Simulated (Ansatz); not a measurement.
Sn: energy along a strain

Sn, Immm, a = 3.453 Å, b = 3.551 Å, c = 4.677 Å (as given, not relaxed at this level: -4.8 GPa). This isn't the element's structure at ambient conditions. Ansatz: LDA, PAW, 420 eV, Γ-centred 20×20×20 mesh on 1 atom, Gaussian smearing 0.15 eV; no spin polarisation. Cell vectors (Å): -1.727 1.776 2.338; 1.727 -1.776 2.338; 1.727 1.776 -2.338. The cell is strained by x per cent times the pattern (0 0 0 0 1 0) in the order xx yy zz yz xz xy (engineering shears), with fractional coordinates held. y is the free energy over the start, V0 = 28.673 Å³/atom. Symmetry makes y even in x. Points with a strain past 8.5 % were computed too (4) and aren't used here.

```
x (%) y (meV/atom)
-7.50          4.34
 0.00          0.00
 1.87          0.29
 3.75          1.13
 5.62             ?
```

Q: Fit y = c2 x² + c4 x⁴ to the other rows, get the stiffness along the pattern, and predict the missing energy.

A: Least squares on the rows shown. y = 0.08159 x² − 7.885×10⁻⁵ x⁴. The clamped-ion stiffness p·C·p = 2 × 0.8159 eV × 160.2 / 28.673 Å³ = 9.1 GPa, which is C55 in these axes (second derivative at the start, which stands under stress). At x = 5.62 the fit asked for gives 2.50 meV/atom. The run gave 2.45 meV/atom, so the fit is 0.05 meV/atom too high, a small miss on the scale of the series.

Cost: 9 runs of about 2.5 core-minutes in all, on Intel Xeon 6975P-C (Granite Rapids) (shared hosts).